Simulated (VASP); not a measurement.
# As (Im-3m) in VASP: notebook, part 3 of 3

VASP 6.6.1.

### 5 Relaxation of cell and atoms, PBEsol

This run uses another cell than the first one, of 18.30 Å³/atom, 1.009 times its volume.

Input file INCAR:

```
ALGO = Normal
EDIFF = 1E-7
EDIFFG = -0.01
ENCUT = 600
GGA = PS
IBRION = 2
ISIF = 3
ISMEAR = -1
LASPH = T
LCHARG = F
LREAL = F
LWAVE = F
NELM = 100
NSW = 80
PREC = Accurate
SIGMA = 0.1
```

Input file KPOINTS:

```
k-points
0
Gamma
  13 13 13
```

Input file POSCAR:

```
As
1.0
   -1.6601131187      1.6601131187      1.6601131187
    1.6601131187     -1.6601131187      1.6601131187
    1.6601131187      1.6601131187     -1.6601131187
As
1
Direct
    0.0000000000      0.0000000000      0.0000000000
```

Potentials or basis: VASP PAW PBE potentials, release 64 (As).

On the command line:

```
> cat potpaw_PBE.64/As/POTCAR > POTCAR
> mpirun -np 1 vasp_std > vasp.out
```

OUTCAR:

```text
EDIFF = 1E-7
   EDIFFG = -0.01
   ENCUT = 600
   GGA = PS
   IBRION = 2
   ISIF = 3
   ISMEAR = -1
   LASPH = T
   LREAL = F
   NELM = 100
   NSW = 80
   PREC = Accurate

 ion  position               nearest neighbor table
   1  0.000  0.000  0.000-

  LATTYP: Found a body centered cubic cell.
 ALAT       =     3.3202262374

  Lattice vectors:

 A1 = (  -1.6601131187,   1.6601131187,   1.6601131187)
 A2 = (   1.6601131187,  -1.6601131187,   1.6601131187)
 A3 = (   1.6601131187,   1.6601131187,  -1.6601131187)

Analysis of symmetry for initial positions (statically):
=====================================================================
 Subroutine PRICEL returns:
 Original cell was already a primitive cell.

 Routine SETGRP: Setting up the symmetry group for a
 body centered cubic supercell.

 Subroutine GETGRP returns: Found 48 space group operations
 (whereof 48 operations were pure point group operations)
 out of a pool of 48 trial point group operations.

The static configuration has the point symmetry O_h .

Analysis of symmetry for dynamics (positions and initial velocities):
=====================================================================
 Subroutine PRICEL returns:
 Original cell was already a primitive cell.

 Routine SETGRP: Setting up the symmetry group for a
 body centered cubic supercell.

 Subroutine GETGRP returns: Found 48 space group operations
 (whereof 48 operations were pure point group operations)
 out of a pool of 48 trial point group operations.

The dynamic configuration has the point symmetry O_h .

 Subroutine INISYM returns: Found 48 space group operations
 (whereof 48 operations are pure point group operations),
 and found     1 'primitive' translations

----------------------------------------------------------------------------------------

                                     Primitive cell

  volume of cell :      18.3009

  direct lattice vectors                    reciprocal lattice vectors
    -1.660113119  1.660113119  1.660113119     0.000000000  0.301184295  0.301184295
     1.660113119 -1.660113119  1.660113119     0.301184295  0.000000000  0.301184295
     1.660113119  1.660113119 -1.660113119     0.301184295  0.301184295  0.000000000

  length of vectors
     2.875400268  2.875400268  2.875400268     0.425938915  0.425938915  0.425938915

  position of ions in fractional coordinates (direct lattice)
     0.000000000  0.000000000  0.000000000

  ion indices of the primitive-cell ions
   primitive index   ion index
                 1           1

----------------------------------------------------------------------------------------

 KPOINTS: k-points

Automatic generation of k-mesh.
 Grid dimensions read from file:
 generate k-points for:   13   13   13

 Generating k-lattice:

  Cartesian coordinates                     Fractional coordinates (reciprocal lattice)
     0.000000000  0.023168023  0.023168023     0.076923077  0.000000000  0.000000000
     0.023168023  0.000000000  0.023168023     0.000000000  0.076923077  0.000000000
     0.023168023  0.023168023  0.000000000     0.000000000  0.000000000  0.076923077

  Length of vectors
[... 39 lines left out ...]
   total plane-waves  NPLWV =  13824
   dimension x,y,z NGX =    24 NGY =   24 NGZ =   24
   dimension x,y,z NGXF=    48 NGYF=   48 NGZF=   48
   ions per type =               1
   NGX,Y,Z   is equivalent  to a cutoff of  13.88, 13.88, 13.88 a.u.
   NGXF,Y,Z  is equivalent  to a cutoff of  27.75, 27.75, 27.75 a.u.
 SYSTEM =  unknown system
   PREC   = accura    normal or accurate (medium, high low for compatibility)
   ISTART =      0    job   : 0-new  1-cont  2-samecut
   ICHARG =      2    charge: 1-file 2-atom 10-const
   ISPIN  =      1    spin polarized calculation?
   LNONCOLLINEAR =      F non collinear calculations
   LSORBIT =      F    spin-orbit coupling
   LASPH  =      T    aspherical Exc in radial PAW
   ENCUT  =  600.0 eV  44.10 Ry    6.64 a.u.   5.74  5.74  5.74*2*pi/ulx,y,z
   NELM   =    100;   NELMIN=  2; NELMDL= -5     # of ELM steps
   EDIFF  = 0.1E-06   stopping-criterion for ELM
   LREAL  =      F    real-space projection
   EDIFFG = -.1E-01   stopping-criterion for IOM
   NSW    =     80    number of steps for IOM
   IBRION =      2    ionic relax: 0-MD 1-quasi-New 2-CG
   NFREE  =      1    steps in history (QN), initial steepest desc. (CG)
   ISIF   =      3    stress and relaxation
   ISYM   =      2    0-nonsym 1-usesym 2-fastsym
   POTIM  = 0.5000    time-step for ionic-motion
   TEBEG  =    0.0;   TEEND  =   0.0 temperature during run
   PSTRESS=    0.0 pullay stress
   NELECT =       5.0000    total number of electrons
   NUPDOWN=      -1.0000    fix difference up-down
   EMIN   =  10.00;   EMAX   =-10.00  energy-range for DOS
   EFERMI =   0.00;   METHOD = LEGACY
   ISMEAR =    -1;   SIGMA  =   0.10  broadening in eV -4-tet -1-fermi 0-gaus
   EFERMI_NEDOS =   21; number of points for ismear=-14 and -15
   IALGO  =     38    algorithm
   IMIX   =      4    mixing-type and parameters
     AMIX     =   0.40;   BMIX     =  1.00
     AMIX_MAG =   1.60;   BMIX_MAG =  1.00
  volume/ion in A,a.u.               =      18.30       123.50
  Fermi-wavevector in a.u.,A,eV,Ry     =   1.062284  2.007425 15.353447  1.128447
  Thomas-Fermi vector in A             =   2.197729
   LORBIT       =      0    0 simple, 1 ext, 2 COOP (PROOUT), +10 PAW based schemes
   GGA     = PS    functional components
   LHFCALC =     F    Hartree Fock is set to
   AEXX    =    0.0000 exact exchange contribution
   IVDW    =     0    specifies the selected vdW correction
   LEPSILON=     F    determine dielectric tensor
   LRPA    =     F    only Hartree local field effects (RPA)
 conjugate gradient relaxation of ions
 non-spin polarized calculation
  energy-cutoff  :      600.00
  volume of cell :       18.30
 maximum number of plane-waves:       625
   NGX = 11   NGY = 11   NGZ = 11

--------------------------------------- Ionic step        1  -------------------------------------------

 number of electron       5.0000001 magnetization

 Free energy of the ion-electron system (eV)
  ---------------------------------------------------
  ext. energy  EPLUGINS =         0.00000000
  ---------------------------------------------------
  free energy    TOTEN  =        -4.74637058 eV

  energy without entropy =       -4.72533532  energy(sigma->0) =       -4.73585295

------------------------ aborting loop because EDIFF is reached ----------------------------------------

  FORCE on cell =-STRESS in cart. coord.  units (eV):
  Direction    XX          YY          ZZ          XY          YZ          ZX
  --------------------------------------------------------------------------------------
  -------------------------------------------------------------------------------------
  Total       -0.0702653     -0.0702653     -0.0702653      0.0000000      0.0000000      0.0000000
  in kB       -6.1514657     -6.1514657     -6.1514657      0.0000000      0.0000000      0.0000000
  external PRESSURE =      -6.1514657 kB  Pullay stress =       0.0000000 kB
[... 57 lines left out ...]
--------------------------------------- Ionic step        3  -------------------------------------------

 number of electron       5.0000001 magnetization

 Free energy of the ion-electron system (eV)
  ---------------------------------------------------
  ext. energy  EPLUGINS =         0.00000000
  ---------------------------------------------------
  free energy    TOTEN  =        -4.74660956 eV

  energy without entropy =       -4.72581269  energy(sigma->0) =       -4.73621112

 E-fermi :   6.7813     XC(G=0): -11.0713

 val. band max:        6.7757759284   @ k =   0.3077   0.1538   0.0000
 cond. band min:       6.8139500843   @ k =   0.1538   0.0769   0.0769
 fundamental gap:      0.0381741559
 Fermi energy:         6.7812783344

 k-point     1 :       0.0000    0.0000    0.0000
  band No.  band energies     occupation
      1      -8.6203      2.00000
      2      13.1705      0.00000
      3      13.1705      0.00000
      4      13.1705      0.00000
      5      20.1521      0.00000
      6      20.1521      0.00000
[... 199 lines left out ...]
 k-point    24 :       0.2308    0.0769    0.0769
  band No.  band energies     occupation
      1      -5.9237      2.00000
      2       4.5275      2.00000
      3       8.4565      0.00000
      4      10.0708      0.00000
      5      17.8476      0.00000
      6      18.1714      0.00000

 [... further k-points ...]

------------------------ aborting loop because EDIFF is reached ----------------------------------------

  FORCE on cell =-STRESS in cart. coord.  units (eV):
  Direction    XX          YY          ZZ          XY          YZ          ZX
  --------------------------------------------------------------------------------------
  -------------------------------------------------------------------------------------
  Total        0.0004144      0.0004144      0.0004144      0.0000000      0.0000000      0.0000000
  in kB        0.0365313      0.0365313      0.0365313      0.0000000      0.0000000      0.0000000
  external PRESSURE =       0.0365313 kB  Pullay stress =       0.0000000 kB
[... 16 lines left out ...]
  FREE ENERGIE OF THE ION-ELECTRON SYSTEM (eV)
  ---------------------------------------------------
  free  energy   TOTEN  =        -4.7466095560 eV

  energy  without entropy=       -4.7258126879  energy(sigma->0) =       -4.73621112

 reached required accuracy - stopping structural energy minimisation
```

CONTCAR:

```text
As
   1.00000000000000
    -1.6563421841145936    1.6563421841145936    1.6563421841145936
     1.6563421841145936   -1.6563421841145936    1.6563421841145936
     1.6563421841145936    1.6563421841145936   -1.6563421841145936
  As
     1
Direct
     0.0000000000000000    0.0000000000000000    0.0000000000000000

  0.00000000E+00  0.00000000E+00  0.00000000E+00
```

Wall time 23 s (1 thread of AMD EPYC 7R43 (Zen 3), shared host); peak memory 0.11 GiB.

What came out:

- Free energy: -4.7466 eV
- Relaxed volume: 18.18 Å³/atom
- Relaxed cell: a = 2.869 Å, b = 2.869 Å, c = 2.869 Å, α = 109.47°, β = 109.47°, γ = 109.47°
- Space group after relaxing (to 0.05 Å): Im-3m (No. 229)
- Energy gained by relaxing: 0.2 meV/atom
- Ionic steps: 3
- Pressure after relaxing: 0.0 GPa
- Band gap on the k mesh: none (metal or under the smearing width)

Step by step:
```
step  energy change (eV)  largest force (eV/Å)  pressure (GPa)  volume (Å³)
   1              0.0000                0.0000           -0.62        18.30
   2             -0.0002                0.0000            0.31        18.12
   3             -0.0002                0.0000            0.00        18.18
```

Final structure:
```xyz
1
Lattice="-1.6563 1.6563 1.6563 1.6563 -1.6563 1.6563 1.6563 1.6563 -1.6563" Properties=species:S:1:pos:R:3 pbc="T T T"
As    0.0000    0.0000    0.0000
```

Caveat: the PAW data sets were made with another functional, which shifts forces and pressure a little.

### 6 Summary

| task | cell | k mesh | cutoff (eV) | gap on the mesh (eV) | pressure (GPa) |
| --- | --- | --- | --- | --- | --- |
| single point | Im-3m, 18.13 Å³/atom | 22 × 22 × 22 | 520 | none | 0.5 |
| single point | Im-3m, 17.41 Å³/atom | 15 × 15 × 15 | 520 | none | 4.5 |
| single point | Im-3m, 18.13 Å³/atom | 13 × 13 × 13 | 520 | none | 0.2 |
| relaxation of cell and atoms | relaxed | 13 × 13 × 13 | 600 | none | 0.0 |

Alike in all rows: level PBEsol; potentials or basis VASP PAW PBE potentials, release 64 (As); no spin polarisation; smearing fermi-dirac 0.1 eV.

Every run on the cell as given and a fine mesh finds a metal.

Caveats: the PAW data sets were made with another functional, which shifts forces and pressure a little.

Total energies depend on the potentials used, so only differences within one code and one set of settings carry meaning.
